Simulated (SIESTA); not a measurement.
The system is Re.

```
Re
1.0
     0.00000    1.97500    1.97500
     1.97500    0.00000    1.97500
     1.97500    1.97500    0.00000
Re
1
Direct
  0.00000 0.00000 0.00000
```

This isn't the form of Re at room conditions, which is hcp.

| Quantity | Value |
| --- | --- |
| Program | SIESTA 5.4.2 |
| Task | single point |
| Functional | PBE |
| Potentials or basis | PseudoDojo 0.4 standard (PBE files) |
| Basis | DZP (energy shift 0.002 Ry) |
| Grid cutoff | 800 Ry |
| Energy shift | 0.002 Ry |
| k mesh | 12 × 12 × 12 |
| Occupations | fermi-dirac, width 0.05 eV |
| Spin | no spin polarisation |

On this cell: pressure -7.3 GPa; band gap on the k mesh none (metal or under the smearing width).

The same run follows on a disturbed copy (cell strained at random at fixed volume):

```xyz
1
Lattice="-0.0118 2.0233 1.9658 1.9102 0.0375 1.9165 1.9827 2.0464 -0.0349" Properties=species:S:1:pos:R:3 pbc="T T T"
Re    0.0414   -0.0049   -0.0068
```

Question: What changes?

Answer: The energy (extrapolated to zero smearing) moves by +44.7 meV/atom; pressure -6.1 GPa; band gap on the k mesh none (metal or under the smearing width).

Stress tensor (GPa, compression positive):
```
 -2.43  -6.86  10.51
 -6.86 -12.23  -1.94
 10.51  -1.94  -3.58
```

Caveats: semicore shells carry a single zeta, which can move pressures by several GPa and volumes by a few percent; the basis of atomic orbitals isn't converged, which shifts pressures, moduli and gaps.
